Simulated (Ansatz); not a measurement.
TaC: distorted cells

Computed with DFT PBE, scalar-relativistic, plane waves, PAW (Ansatz).

Cutoff 420 eV; k points 16×16×16 on the computed 2-atom cell (Γ-centred); Gaussian smearing, width 0.10 eV; no spin polarisation.

Reference cell:

```yaml
crystal:
  lattice:
    - [0.00000, 2.22700, 2.22700]
    - [2.22700, 0.00000, 2.22700]
    - [2.22700, 2.22700, 0.00000]
  atoms:
    - { symbol: Ta, position: [0.00000, 0.00000, 0.00000] }
    - { symbol: C, position: [0.50000, 0.50000, 0.50000] }
```

Each variant moves atoms of this cell by the vectors given, if any (Å), and then applies a symmetric strain (tensor components, Cartesian axes). The reference cell isn't relaxed at this level. Energies are per atom at zero smearing, counted from the lowest variant. Pressure is positive in compression.

1. strain (xx yy zz yz xz xy, %) -3.65 -3.65 -3.65 0.00 0.00 0.00
2. strain (xx yy zz yz xz xy, %) 4.02 4.02 4.02 0.00 0.00 0.00
3. strain (xx yy zz yz xz xy, %) 0.20 0.20 0.20 0.00 0.00 0.00

```
result  ΔE (meV/atom) P (GPa)
     A          196.8    53.20
     B          112.5   -27.05
     C            0.0     2.81
```

(1) Which variant gave which result?

Spin–orbit coupling is left out, which can shift energies with elements as heavy as these.

Answers

(1) A is 1, B is 2, C is 3. The pressure falls as the cell grows: from the smallest volume to the largest the variants are 1, 3, 2.